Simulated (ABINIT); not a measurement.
A run of ABINIT 10.8.3 (patched build):

run.abi

```
# Pseudopotentials
pp_dirpath "./"
pseudos "Sn.LDA_PW-JTH.xml, O.LDA_PW-JTH.xml"

# Structure
acell 3*1.0
rprim
     7.2068394886     0.0000000000     0.0000000000
     0.0000000000     7.2068394886     0.0000000000
     0.0000000000     0.0000000000     9.2349277318
ntypat 2
znucl 50 8
natom 4
typat 1 1 2 2
xcart
     3.6034197443     0.0000000000     7.0612671447
     0.0000000000     3.6034197443     2.1736605871
     0.0000000000     0.0000000000     0.0000000000
     3.6034197443     3.6034197443     0.0000000000
chkprim 0
chksymtnons 0
tolsym 1.0e-6

# Plane-wave basis
ecut 23.0
pawecutdg 45.0
pawovlp -1

# k points
kptopt 1
ngkpt 6 6 5
nshiftk 1
shiftk 0.0 0.0 0.0

# Exchange and correlation
ixc 7

# Bands and occupations
nband 24
occopt 3
tsmear 0.00183747

# SCF cycle
nstep 100
tolvrs 1.0e-9

# Output
iomode 3
prtwf 0
prtden 0
prteig 0
prtebands 0
enunit 2

# Relaxation
ionmov 22
ntime 60
tolmxf 0.0001
optcell 2
dilatmx 1.08
ecutsm 0.5
```

Potentials or basis: JTH PAW LDA v2.0.

Command:

```bash
$ abinit run.abi > log 2>&1
```

Hardware: 1 thread of Arm Neoverse V2, on a shared host.

Problem. Estimate the wall time of this run.

Solution. Run time: 11 min on 1 thread of Arm Neoverse V2, with other jobs on the host, peak memory 0.16 GiB. Counts: scf iterations 105, mpi ranks 1, k points 30, bands 24, plane waves 3199, ion steps 9.
